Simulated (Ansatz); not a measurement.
# Phases of B at 1000 GPa

Structure types of B are relaxed in primitive cells with their symmetry kept at 1000 GPa, first on PAW files, then by LAPW. The enthalpy is E + pV at zero temperature, without zero-point motion. Only the types listed were tried, and differences under about 5 meV/atom are mesh noise. The real phase may be another.

Level of theory: DFT with PBE, scalar-relativistic, in Ansatz 0.2.0; Fermi–Dirac smearing of 0.1 eV, no spin polarisation. LAPW: all electrons, basis error target 0.5 meV/atom; PAW: frozen-core files, cutoff 420 eV.

k meshes: fcc 29×29×29, bcc 30×30×30, hcp 28×28×15, sc 26×26×26, diamond 22×22×22, beta tin 28×28×28.

Q: Which type is lowest in enthalpy, and by how much?

A: fcc, 193 meV/atom below hcp. The whole table:

```tsv
start type	ends as	a, b, c (Å)	V (Å³/atom)	H − H(lowest), LAPW (meV/atom)	same, PAW
fcc	fcc, Fm-3m	2.165, 2.165, 2.165	2.54	0.0	0.0
bcc	bcc, Im-3m	1.719, 1.719, 1.719	2.54	583.9	583.4
hcp	hcp, P6_3/mmc	1.506, 1.506, 2.578	2.53	192.8	192.3
sc	sc, Pm-3m	1.395, 1.395, 1.395	2.71	1630.8	1627.5
diamond	diamond, Fd-3m	2.886, 2.886, 2.886	3.00	4716.1	4705.2
beta tin	beta tin, I4_1/amd	2.815, 2.815, 1.344	2.66	1286.3	1284.1
```
